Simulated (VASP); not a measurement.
AlN (strained wurtzite): a PBE single-point calculation in VASP

INCAR

```
LWAVE = .FALSE.
ISIF = 2
LCHARG = .FALSE.
NBANDS = 16
GGA = PE
LASPH = .TRUE.
PREC = Accurate
IBRION = -1
LREAL = .FALSE.
ISMEAR = -1
ENCUT = 520
SIGMA = 0.02
NSW = 0
NELM = 120
EDIFF = 1E-7
```

KPOINTS

```
KPOINTS created by Atomic Simulation Environment
0
Gamma
12 12 6
0 0 0
```

KPOINTS_OPT

```
special points
6
Reciprocal
0.0000000000 0.0000000000 0.0000000000 1
0.5000000000 0.0000000000 0.0000000000 1
0.3333333333 0.3333333333 0.0000000000 1
0.0000000000 0.0000000000 0.5000000000 1
0.5000000000 0.0000000000 0.5000000000 1
0.3333333333 0.3333333333 0.5000000000 1
```

POSCAR

```
Al N
 1.0000000000000000
     3.1066937601931870    0.0000000000000000    0.0000000000000000
    -1.5533468800965935    2.6904757181059007    0.0000000000000000
     0.0000000000000000    0.0000000000000000    5.1777352140000001
 Al  N
   2   2
Cartesian
 -0.0000000000000001  1.7936504787372676 -0.0023775009958713
  1.5533468800965937  0.8968252393686338  2.5864901060041290
 -0.0000000000000001  1.7936504787372676  1.9440282062458718
  1.5533468800965937  0.8968252393686338  4.5328958132458723
```

VASP ran with the recommended PBE PAW datasets (16 valence electrons in the cell).

Command

```
mpirun -np 1 vasp_std
```

From OUTCAR

```
k-points           NKPTS =     76   k-points in BZ     NKDIM =     76   number of bands    NBANDS=     16

   NELECT =      16.0000    total number of electrons

   dimension x,y,z NGX =    24 NGY =   24 NGZ =   40
   dimension x,y,z NGXF=    48 NGYF=   48 NGZF=   80

  energy-cutoff  :      520.00
  volume of cell :       43.28
      direct lattice vectors                 reciprocal lattice vectors
     3.106693760  0.000000000  0.000000000     0.321885605  0.185840741  0.000000000
    -1.553346880  2.690475718  0.000000000     0.000000000  0.371681481  0.000000000
     0.000000000  0.000000000  5.177735214     0.000000000  0.000000000  0.193134635

 k-points in reciprocal lattice and weights: KPOINTS created by Atomic Simulation Env
   0.00000000  0.00000000  0.00000000       0.001
   0.08333333 -0.00000000  0.00000000       0.007
   0.16666667 -0.00000000  0.00000000       0.007
   0.25000000 -0.00000000  0.00000000       0.007
   0.33333333 -0.00000000  0.00000000       0.007
   0.41666667 -0.00000000  0.00000000       0.007
   0.50000000 -0.00000000  0.00000000       0.003
   0.08333333  0.08333333  0.00000000       0.007
   ...

 E-fermi :   6.0900

 k-point     1 :       0.0000    0.0000    0.0000
  band No.  band energies     occupation
      1      -9.1572      2.00000
      2      -7.2739      2.00000
      3      -0.1617      2.00000
      4       5.1648      2.00000
      5       5.1648      2.00000
      6       5.5929      2.00000
      7       5.7036      2.00000
      8       5.7036      2.00000
      9       9.6401      0.00000
     10      12.5385      0.00000
     11      15.8693      0.00000
     12      17.0923      0.00000
     13      17.0923      0.00000
     14      17.8457      0.00000
     15      18.8586      0.00000
     16      18.8586      0.00000

 k-point     2 :       0.0833   -0.0000    0.0000
  band No.  band energies     occupation
      1      -9.0694      2.00000
      2      -7.2197      2.00000
      3      -0.0552      2.00000
      4       4.7440      2.00000
      5       5.0512      2.00000
      6       5.2692      2.00000
      7       5.5660      2.00000
      8       5.6823      2.00000
      9      10.0608      0.00000
     10      12.9146      0.00000
     11      15.5468      0.00000
     12      16.4748      0.00000
     13      17.3393      0.00000
     14      17.9499      0.00000
     15      18.5769      0.00000
     16      18.9015      0.00000

 k-point     3 :       0.1667   -0.0000    0.0000
  band No.  band energies     occupation
      1      -8.8137      2.00000
      2      -7.0698      2.00000
      3       0.2586      2.00000
      4       3.7184      2.00000
      5       4.3670      2.00000
      6       4.7832      2.00000
      7       5.4674      2.00000
      8       5.5966      2.00000
      9      10.9053      0.00000
     10      13.6182      0.00000
     11      14.6292      0.00000
     12      15.6106      0.00000
     13      17.6706      0.00000
     14      17.9356      0.00000
     15      18.0921      0.00000
     16      18.5584      0.00000

 k-point     4 :       0.2500   -0.0000    0.0000
  band No.  band energies     occupation
      1      -8.4169      2.00000
      2      -6.8657      2.00000
      3       0.7600      2.00000
      4       2.5276      2.00000
      5       3.3794      2.00000
      6       4.4733      2.00000
      7       5.2552      2.00000
      8       5.4541      2.00000
      9      11.6600      0.00000
     10      13.3303      0.00000
     11      13.6630      0.00000
     12      15.8209      0.00000
     13      17.2270      0.00000
     14      17.4103      0.00000
     15      17.6233      0.00000
     16      19.1568      0.00000

 k-point     5 :       0.3333   -0.0000    0.0000
  band No.  band energies     occupation
      1      -7.9330      2.00000
      2      -6.6815      2.00000
      3       1.3600      2.00000
      4       1.5170      2.00000
      5       2.4977      2.00000
      6       4.2025      2.00000
      7       4.8816      2.00000
      8       5.3030      2.00000
      9      11.8859      0.00000
     10      12.2923      0.00000
     11      13.4700      0.00000
     12      15.9710      0.00000
     13      17.0761      0.00000
     14      17.1339      0.00000
     15      17.5811      0.00000
     16      20.1159      0.00000

 k-point     6 :       0.4167   -0.0000    0.0000
  band No.  band energies     occupation
      1      -7.4660      2.00000
      2      -6.6062      2.00000
      3       0.7360      2.00000
      4       1.8356      2.00000
      5       2.1478      2.00000
      6       4.0219      2.00000
      7       4.3679      2.00000
      8       5.1915      2.00000
      9      11.4768      0.00000
     10      11.8133      0.00000
     11      13.6149      0.00000
     12      15.8036      0.00000
     13      16.7268      0.00000
     14      17.1765      0.00000
     15      18.1530      0.00000
     16      20.3036      0.00000

 k-point     7 :       0.5000   -0.0000    0.0000
  band No.  band energies     occupation
      1      -7.2339      2.00000
      2      -6.6264      2.00000
      3       0.4788      2.00000
      4       1.6224      2.00000
      5       2.5284      2.00000
      6       3.9588      2.00000
      7       4.0306      2.00000
      8       5.1509      2.00000
      9      11.2515      0.00000
     10      11.6892      0.00000
     11      13.6870      0.00000
     12      15.7681      0.00000
     13      16.6084      0.00000
     14      17.2230      0.00000
     15      18.3320      0.00000
     16      20.2619      0.00000

 k-point     8 :       0.0833    0.0833    0.0000
  band No.  band energies     occupation
      1      -8.8975      2.00000
      2      -7.1176      2.00000
      3       0.1551      2.00000
      4       4.1517      2.00000
      5       4.3789      2.00000
      6       5.0404      2.00000
      7       5.5036      2.00000
      8       5.5564      2.00000
      9      10.6819      0.00000
     10      13.5143      0.00000
     11      14.9515      0.00000
     12      15.6791      0.00000
     13      17.7067      0.00000
     14      17.8023      0.00000
     15      18.1878      0.00000
     16      18.7217      0.00000

 k-point     9 :       0.1667    0.0833    0.0000
  band No.  band energies     occupation
      1      -8.5706      2.00000
      2      -6.9395      2.00000
      3       0.5634      2.00000
      4       3.1162      2.00000
      5       3.5548      2.00000
      6       4.6426      2.00000
      7       5.3508      2.00000
      8       5.3690      2.00000
      9      11.5010      0.00000
     10      13.8967      0.00000
     11      14.0581      0.00000
     12      15.1857      0.00000
     13      17.0343      0.00000
     14      17.6100      0.00000
     15      18.0878      0.00000
     16      18.9886      0.00000

 k-point    10 :       0.2500    0.0833    0.0000
  band No.  band energies     occupation
      1      -8.1273      2.00000
      2      -6.7426      2.00000
      3       1.1381      2.00000
      4       2.0085      2.00000
      5       2.7826      2.00000
      6       4.2009      2.00000
      7       5.0639      2.00000
      8       5.1706      2.00000
      9      12.0929      0.00000
     10      12.7917      0.00000
     11      13.6783      0.00000
     12      15.7968      0.00000
     13      16.5793      0.00000
     14      17.3102      0.00000
     15      17.6801      0.00000
     16      19.7054      0.00000

 k-point    11 :       0.3333    0.0833    0.0000
  band No.  band energies     occupation
      1      -7.6418      2.00000
      2      -6.6119      2.00000
      3       1.1057      2.00000
      4       1.8204      2.00000
      5       2.1489      2.00000
      6       3.8644      2.00000
      7       4.6154      2.00000
      8       5.0017      2.00000
      9      11.7449      0.00000
     10      12.2843      0.00000
     11      13.6905      0.00000
     12      15.8375      0.00000
     13      16.4328      0.00000
     14      17.3503      0.00000
     15      17.8704      0.00000
     16      20.1947      0.00000

 k-point    12 :       0.4167    0.0833    0.0000
  band No.  band energies     occupation
      1      -7.2587      2.00000
      2      -6.6074      2.00000
      3       0.6146      2.00000
      4       1.7295      2.00000
      5       2.4754      2.00000
      6       3.6875      2.00000
      7       4.1211      2.00000
      8       4.9055      2.00000
      9      11.2795      0.00000
     10      12.1057      0.00000
     11      13.8639      0.00000
     12      15.7424      0.00000
     13      16.4039      0.00000
     14      17.2133      0.00000
     15      18.3489      0.00000
     16      20.4594      0.00000

 ...

  Total        0.2324004      0.2324004     -2.8390527      0.0000000      0.0000000      0.0000000
  in kB        8.6035974      8.6035974   -105.1033786      0.0000000      0.0000000      0.0000000
  external PRESSURE =     -29.2987280 kB  Pullay stress =       0.0000000 kB

 POSITION                                       TOTAL-FORCE (eV/Angst)
 -----------------------------------------------------------------------------------
      0.00000      1.79365      5.17536        -0.000000      0.000000      0.022986
      1.55335      0.89683      2.58649         0.000000     -0.000000      0.022986
      0.00000      1.79365      1.94403        -0.000000     -0.000000     -0.022986
      1.55335      0.89683      4.53290         0.000000     -0.000000     -0.022986
 -----------------------------------------------------------------------------------
    total drift:                               -0.000000     -0.000000      0.000480

  FREE ENERGIE OF THE ION-ELECTRON SYSTEM (eV)
  ---------------------------------------------------
  free  energy   TOTEN  =       -29.7359449110 eV

  energy  without entropy=      -29.7359449110  energy(sigma->0) =      -29.73594491
```

- gap between bands v and c: 3.94 eV
- least direct gap: 3.94 eV
- pressure: -2.9 GPa
- largest force: 0.02 eV/Å

Band v is the last that the valence electrons fill when counted band by band, and c is the next.

The run took about 30 s on one core of a shared host (Intel Xeon Platinum 8488C) and held 0.21 GiB at most.
